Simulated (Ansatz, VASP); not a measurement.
**One calculation of Ti3Si, two programs**

```
Ti Si
1.0
     0.00000    3.08017    3.08017
     3.08017    0.00000    3.08017
     3.08017    3.08017    0.00000
Ti Si
3 1
Direct
  0.00000 0.00000 0.00000
  0.25000 0.25000 0.25000
  0.75000 0.75000 0.75000
  0.50000 0.50000 0.50000
```

Change from the starting cell: volume scaled by 0.94.

Alike in both runs: task single point; functional PBEsol; k mesh 7 × 7 × 7; occupations fermi-dirac, width 0.05 eV; no spin polarisation.

|  | VASP | Ansatz |
| --- | --- | --- |
| version | VASP 6.6.1 | Ansatz 0.2.0 |
| potentials or method | VASP PAW PBE potentials, release 64 (Ti_sv, Si) | Ansatz PAW |
| plane-wave cutoff (eV) | 520 | 420 |
| valence electrons in the cell | 40 | 40 |

Ansatz gave:

| Item | Value |
| --- | --- |
| gap on the k mesh at the Fermi level (eV) | none |
| pressure (GPa) | 3.6 |

Question: What did VASP give for the same quantities?

Answer: gap on the k mesh at the Fermi level (eV): none; pressure (GPa): 3.5.

A gap of «none» marks a metal or a gap that the smearing closes.

Caveats: the PAW data sets were made with another functional, which shifts forces and pressure a little (VASP); the PAW data sets come from PBE, with cores solved anew for the run's functional, which leaves a small shift of forces and pressure (Ansatz).
